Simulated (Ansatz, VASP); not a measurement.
# Ni in VASP and in Ansatz

```xyz
2
Lattice="2.3765 0.0000 0.0000 -1.1882 2.0581 0.0000 0.0000 0.0000 3.9074" Properties=species:S:1:pos:R:3 pbc="T T T"
Ni    0.0000    1.3721    0.9769
Ni    1.1882    0.6860    2.9306
```

Alike in both runs: task single point; functional PBEsol; k mesh 17 × 17 × 9; occupations fermi-dirac, width 0.1 eV; no spin polarisation.

|  | VASP | Ansatz |
| --- | --- | --- |
| version | VASP 6.6.1 | Ansatz 0.2.0 |
| potentials or method | VASP PAW PBE potentials, release 64 (Ni) | plane waves (420 eV) with PAW, scalar-relativistic |
| plane-wave cutoff (eV) | 520 | 420 |
| valence electrons in the cell | 20 | 36 |

Ansatz gave:

| Quantity | Value |
| --- | --- |
| pressure (GPa) | 23.5 |
| largest component of the traceless stress (GPa) | 0.08 |

Question: Estimate VASP's values.

Answer: Pressure (GPa): 23.0; largest component of the traceless stress (GPa): 0.02.

With one functional, cell and mesh, what is left measures potentials, basis and numerics. The two sets of potentials don't hold the same shells in valence. Ansatz warned: «pseudo_functional_mismatch».

Caveats: so large a pressure means that the cell lies far from this level's equilibrium, or that cutoff or potentials fall short (VASP); the potentials were made for another functional, which shifts forces and pressure (VASP); the run has no spin polarisation, though such a crystal can be magnetic. Spin polarisation is off, so any magnetic state and its effect on volume and gap are missing.
